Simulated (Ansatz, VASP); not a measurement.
# Hf in VASP and in Ansatz

```
Hf
1.0
     3.13955    0.00000    0.00000
     1.56978    2.71893    0.00000
     1.56978    0.90631    2.56344
Hf
1
Direct
  0.00000 0.00000 0.00000
```

This isn't the form of Hf at room conditions, which is hcp.

Alike in both runs: task single point; functional PBEsol; dispersion D4; k mesh 11 × 11 × 11; occupations gaussian, width 0.2 eV; no spin polarisation.

```csv
,VASP,Ansatz
version,VASP 6.6.1,Ansatz 0.2.0
potentials or method,"VASP PAW PBE potentials, release 64 (Hf_pv)","plane waves, PAW"
plane-wave cutoff (eV),520,420
valence electrons in the cell,10,26
```

|  | VASP | Ansatz | Ansatz less VASP |
| --- | --- | --- | --- |
| pressure (GPa) | -2.9 | -2.5 | +0.39 |
| dispersion energy (meV/atom) | -125.0 | -125.2 | -0.16 |

The two sets of potentials don't hold the same shells in valence.

Caveats: the PAW data sets were made with another functional, which shifts forces and pressure a little (VASP); pairwise dispersion overbinds metals, which lowers pressure and volume. Spin-orbit coupling is left out, which matters for the levels of Hf.
